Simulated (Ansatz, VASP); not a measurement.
## Two plane-wave programs on AlN

```
Al N
1.0
     3.31212    0.00000    0.00000
    -1.65606    2.86838    0.00000
     0.00000    0.00000    4.18756
Al N
2 2
Cartesian
  0.0000 1.9123 3.1407
  1.6561 0.9561 1.0469
  0.0000 1.9123 1.0469
  1.6561 0.9561 3.1407
```

Measurements of this composition are mostly on another form, of space group No. 186.

Alike in both runs: task single point; functional LDA; k mesh 6 × 6 × 4; occupations gaussian, width 0.1 eV; no spin polarisation.

```csv
,VASP,Ansatz
version,VASP 6.6.1,Ansatz 0.2.0
potentials or method,"VASP PAW LDA potentials, release 64 (Al, N)","scalar-relativistic, plane waves, PAW"
plane-wave cutoff (eV),520,420
valence electrons in the cell,16,16
```

```tsv
	VASP	Ansatz	Ansatz less VASP
gap on the k mesh at the Fermi level (eV)	3.29	3.28	-0.010
least direct gap on the mesh (eV)	3.29	3.28	-0.010
pressure (GPa)	-8.2	-8.7	-0.53
largest component of the traceless stress (GPa)	0.32	0.11	-0.206
```

A k mesh can miss the band edges. LDA gaps usually lie below the measured ones, often by a third to a half.
